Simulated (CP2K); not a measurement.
**PbS under changes of volume**

One of the cells (26.686 Å³/atom); the others are scaled copies at fixed shape and fractional positions:

```xyz
2
Lattice="4.2269 0.0000 0.0000 2.1151 3.6597 0.0000 2.1151 1.2205 3.4502" Properties=species:S:1:pos:R:3 pbc="T T T"
Pb    8.2927    4.7854    3.3831
S     4.0174    2.3183    1.6390
```

The cell is a database's computed one.

- Program: CP2K 2026.2
- Functional: PBE
- Potentials or basis: POTENTIAL_UZH Pb GTH-PBE-q4, S GTH-PBE-q6; TZVP-MOLOPT-PBE-GTH basis
- Density cutoff: 6123 eV
- k mesh: 8 × 8 × 8
- Occupations: fermi-dirac, width 0.05 eV
- Spin: no spin polarisation

| volume (Å³/atom) | energy over the lowest point (meV/atom) | pressure (GPa) | gap on the mesh (eV) | largest force (eV/Å) |
| --- | --- | --- | --- | --- |
| 25.085 | ? | ? | ? | ? |
| 25.618 | 22.24 | 4.2 | 0.19 | 0.058 |
| 26.152 | 10.60 | 2.8 | 0.26 | 0.045 |
| 26.686 | 3.32 | 1.6 | 0.33 | 0.034 |
| 27.220 | 0.00 | 0.4 | 0.40 | 0.023 |
| 27.753 | 0.25 | -0.6 | 0.46 | 0.012 |
| 28.287 | 3.71 | -1.5 | 0.52 | 0.003 |

Task: What does the run at 25.085 Å³/atom give?

Result: Energy over the lowest point 38.71 meV/atom; pressure 5.7 GPa; gap on the mesh 0.12 eV; largest force 0.071 eV/Å.

Worked out: A Birch-Murnaghan fit of order 3 (a polynomial in V^(-2/3)) to the other rows has its minimum at 27.45 Å³/atom with B0 = V·E''(V) = 53 GPa and B' = 4.2 at fixed shape and positions, which overstates the stiffness. It gives 38.70 meV/atom at 25.085 Å³/atom, against the run's 38.71, and -dE/dV = 5.7 GPa, against 5.7. A straight line through the other rows of the gap, of slope 3.35 eV per unit of ln V (its deformation potential), extrapolates to 0.12 eV, against the run's 0.12.

Energies are extrapolated to zero smearing.

Caveats: spin-orbit coupling is left out, which as a rule narrows the gap of such compounds by several tenths of an eV; the basis of atomic orbitals isn't converged, which shifts pressures, moduli and gaps.

A mesh can miss the band edges.
